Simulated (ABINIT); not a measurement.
PtSe2 (Sudovikovite):

```
Pt Se
1.0
     3.72400    0.00000    0.00000
    -1.86200    3.22508    0.00000
     0.00000    0.00000    5.06200
Pt Se
1 2
Direct
  0.00000 0.00000 0.00000
  0.66667 0.33333 0.75000
  0.33333 0.66667 0.25000
```

Base run:

```yaml
Program: ABINIT 10.8.3 (patched build)
Functional: PBE
Potentials_or_basis: PseudoDojo NC SR PBE v0.4.1 standard
Cutoff: 1170 eV
k_mesh: 8 × 8 × 6, shifted
Occupations: fermi-dirac, width 0.05 eV
Spin: no spin polarisation
```

Its results: pressure 7.2 GPa; largest force 0.558 eV/Å.

Task: The run is repeated on the same cell with these changes: cutoff from 1170 eV to 1061 eV. What comes out?

Result: Pressure 6.7 GPa; largest force 0.558 eV/Å.

Not every run made on this cell is shown here.
